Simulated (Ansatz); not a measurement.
KZnF3: from a migration barrier to a jump rate

Theory: DFT PBEsol, scalar-relativistic, plane waves, PAW in Ansatz. Settings: plane waves to 420 eV, k-mesh 4×4×4 (Γ-centred), Gaussian smearing 0.05 eV. No spin polarisation.

In a supercell of 20 sites an atom of K jumps into a neighbouring K vacancy, a = 4.05 Å from site to site in the perfect crystal, with a cell charge of -1 (uniform background, no finite-size correction). A nudged elastic band with 7 inner images puts the highest image 1.708 eV above the start and 1.708 eV above the end. Take it as the barrier; the order of the saddle wasn't checked, and the cell is small.

Q: With an assumed attempt frequency of 10¹³ s⁻¹, how often does the jump happen, and how fast does the vacancy diffuse?

A: Transition-state theory gives Γ = ν exp(−E/k_BT), and one such jump direction contributes Γa²/6 to the vacancy's diffusion coefficient averaged over directions:

```
T (K) E/k_BT       Γ (1/s)  Γa²/6 (cm²/s)
  300    66.1  2.0 × 10^-16   5.5 × 10^-32
  600    33.0   4.5 × 10^-2   1.2 × 10^-17
 1000    19.8    2.5 × 10^4   6.7 × 10^-12
 1500    13.2    1.8 × 10^7    5.0 × 10^-9
```

The rate reaches one jump a second at T = E/(k_B ln 10¹³) = 662 K. The number of equivalent jumps multiplies D if they link up through the crystal; a hop between two sites alone gives no long-range diffusion, which then waits on a higher barrier. In either case the atoms' own diffusion carries the vacancy concentration and a correlation factor besides. Rows above the melting point are formal, and so are rows where E/k_BT falls under about 3, since the theory needs rare jumps.

Q: How much does an error of 0.1 eV in the barrier matter?

A: It multiplies the rate by exp(0.1 eV/k_BT): 48 at 300 K and 3.2 at 1000 K, more than the usual doubt about ν at low temperature.

Cost: 1 run of about 74 core-minutes, on AMD EPYC 7R43 (Zen 3) (shared hosts).